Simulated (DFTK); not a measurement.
# GaAs (F-43m) in DFTK: reference runs

Reference runs on GaAs: the cell as given.

All numbers are computed with DFTK 0.8.2; they aren't measurements. Logs are shortened: lines on timing, memory, paths and dates and some standing lists are left out, and cuts for length are marked.

**What was measured.**

From “Evidence of valence band perturbations in GaAsN/GaAs(001): A combined variable-angle spectroscopic ellipsometry and modulated photoreflectance investigation”, 2008, arxiv:0805.2212, for a bulk crystal of GaAs at 300 K: band gap 1.412 ± 0.01 eV (direct).

The runs below are set against these values where they give the same quantity.

### Step 1. The crystal as given

Symmetry: F-43m, No. 216, cubic system. Conventional cell: a = 5.654 Å, b = 5.654 Å, c = 5.654 Å, α = 90.00°, β = 90.00°, γ = 90.00°. As (site symmetry -43m) has 4 Ga at 2.45 Å as nearest neighbours. Ga (site symmetry -43m) has 4 As at 2.45 Å as nearest neighbours.

### Step 2. Single point, PBEsol

run.jl reads:

```julia
using DFTK
using PseudoPotentialData
using Unitful, UnitfulAtomic
using LinearAlgebra, Printf
include("save.jl")
disable_threading()

# lattice vectors are the columns
lattice = austrip(1u"Å") * [           0.0        2.82685        2.82685;
                  2.82685            0.0        2.82685;
                  2.82685        2.82685            0.0]
symbols   = [:As, :Ga]
positions = [[0.75, 0.75, 0.75],
             [0.0, 0.0, 0.0]]
pseudopotentials = PseudoFamily("dojo.nc.sr.pbesol.v0_4_1.standard.upf")
elements = Dict(s => ElementPsp(s, pseudopotentials) for s in unique(symbols))
atoms    = [elements[s] for s in symbols]

build_model(lattice, positions; symmetries=true) =
    model_DFT(lattice, atoms, positions;
              functionals=PBEsol(),
              temperature=austrip(0.05u"eV"),
              smearing=Smearing.FermiDirac(),
              symmetries)
Ecut  = 42.0  # hartree
kgrid = [8, 8, 8]
tol   = 1e-6
to_GPa = ustrip(uconvert(u"GPa", 1u"hartree/bohr^3"))

model = build_model(lattice, positions)
basis = PlaneWaveBasis(model; Ecut, kgrid)
display(basis)
scfres = self_consistent_field(basis;
                               tol,
                               nbandsalg=AdaptiveBands(model; n_bands_converge=19))
display(scfres.energies)
@printf "Fermi level: %.6f eV\n" ustrip(auconvert(u"eV", something(scfres.εF, NaN)))
forces = compute_forces_cart(scfres)
println("Forces (eV/Å)")
for (s, f) in zip(symbols, forces)
    @printf "%-3s %12.6f %12.6f %12.6f\n" s ustrip.(auconvert.(u"eV/Å", f))...
end
stress = compute_stresses_cart(scfres)
println("Stress (GPa)")
display(round.(stress * to_GPa; digits=4))
println("Levels at the first k-point (eV): ", round.(ustrip.(auconvert.(u"eV", scfres.eigenvalues[1][1:scfres.n_bands_converge])); digits=4))
save_scf!(scfres; forces, stress)
```

Potentials or basis: dojo.nc.sr.pbesol.v0_4_1.standard.upf (PBEsol).

The run is started by

```sh
> julia --threads=1 run.jl  # save.jl only writes the numbers to a file and isn't shown; printed stress counts tension as positive; times include loading and compiling
```

Standard output:

```text
PlaneWaveBasis discretization:

    Ecut                 : 42.0 Ha
    fft_size             : (48, 48, 48), 110592 total points
    kgrid                : MonkhorstPack([8, 8, 8])
    num.   red. kpoints  : 512
    num. irred. kpoints  : 43

    Discretized Model(gga_x_pbe_sol+gga_c_pbe_sol, 3D):
        lattice (in Bohr)    : [0         , 5.34197   , 5.34197   ]
                               [5.34197   , 0         , 5.34197   ]
                               [5.34197   , 5.34197   , 0         ]
        unit cell volume     : 304.88 Bohr³

        atoms                : AsGa
        pseudopot. family    : PseudoFamily("dojo.nc.sr.pbesol.v0_4_1.standard.upf")

        num. electrons       : 28
        spin polarization    : none
        temperature          : 0.0018375 Ha
        smearing             : DFTK.Smearing.FermiDirac()

        terms                : Kinetic()
                               AtomicLocal()
                               AtomicNonlocal()
                               Ewald(nothing)
                               PspCorrection()
                               Hartree()
                               Xc(gga_x_pbe_sol, gga_c_pbe_sol)
                               Entropy()
n     Energy            log10(ΔE)   log10(Δρ)   Diag   Δtime
---   ---------------   ---------   ---------   ----   ------
  1   -182.3003824044                   -0.98    4.6    13.0s
  2   -182.3066685512       -2.20       -1.50    1.1    5.22s
  3   -182.3072706967       -3.22       -1.82    2.2    7.37s
  4   -182.3072808012       -5.00       -2.00    2.0    6.19s
  5   -182.3073195192       -4.41       -2.94    1.1    5.43s
  6   -182.3073224412       -5.53       -2.97    3.0    7.84s
  7   -182.3073229295       -6.31       -3.38    1.0    5.42s
  8   -182.3073230626       -6.88       -4.74    2.0    6.11s
  9   -182.3073230633       -9.14       -4.37    3.6    9.43s
 10   -182.3073230639       -9.25       -4.75    2.0    5.94s
 11   -182.3073230640       -9.83       -5.41    1.9    6.64s
 12   -182.3073230640      -11.49       -5.74    1.2    4.96s
 13   -182.3073230640      -12.18       -6.08    2.0    6.76s
Energy breakdown (in Ha):
    Kinetic             138.7906923
    AtomicLocal         -149.6055657
    AtomicNonlocal      -90.2715869
    Ewald               -99.1764169
    PspCorrection       4.8950878
    Hartree             57.2944725
    Xc                  -44.2340045
    Entropy             -0.0000017

    total               -182.307323064024
Fermi level: 4.159503 eV
Forces (eV/Å)
As     -0.000000    -0.000000    -0.000000
Ga     -0.000000    -0.000000    -0.000000
Stress (GPa)
3×3 StaticArraysCore.SMatrix{3, 3, Float64, 9} with indices SOneTo(3)×SOneTo(3):
 -0.2627   0.0     -0.0
  0.0     -0.2627  -0.0
 -0.0      0.0     -0.2627
Levels at the first k-point (eV): [-31.3118, -31.3118, -31.3118, -31.302, -31.302, -10.8951, -10.8951, -10.8951, -10.8164, -10.8164, -8.843, 3.9095, 3.9095, 3.9095, 4.3508, 7.6174, 7.6174, 7.6174, 11.3204]
```

Wall time 2.8 min (1 thread of Intel Xeon 6975P-C (Granite Rapids), shared host); peak memory 2 GiB.

Results:

```yaml
Free_energy: -4960.8350 eV
Pressure: 0.3 GPa
Band_gap_on_the_k_mesh: 0.44 eV, direct
```

Levels at points of the mesh, in eV from the valence-band top:
```
             k point  band 12  band 13  band 14  band 15  band 16  band 17
  (0.00, 0.00, 0.00)     0.00     0.00     0.00     0.44     3.71     3.71
 (-0.50, 0.00, 0.00)    -6.67    -1.14    -1.14     0.93     4.60     4.60
(-0.50, -0.50, 0.00)    -6.84    -2.69    -2.69     1.36     1.58    10.13
```

### Step 3. How close it comes

Step 2. Measured gap of GaAs: 1.412 eV (direct; 300 K; “Evidence of valence band perturbations in GaAsN/GaAs(001): A combined variable-angle spectroscopic ellipsometry and modulated photoreflectance investigation”, 2008, arxiv:0805.2212). This calculation gives 0.44 eV (-0.97 eV). 3 values of this kind are on record (1.412 to 1.51 eV); this one was drawn at random among those near their median, those with a stated uncertainty first. Spin-orbit coupling on As, Ga is left out. The value is that of PBEsol on a finite k mesh, which can miss the band edges, without temperature or zero-point motion. Semilocal functionals fall short of measured gaps as a rule.
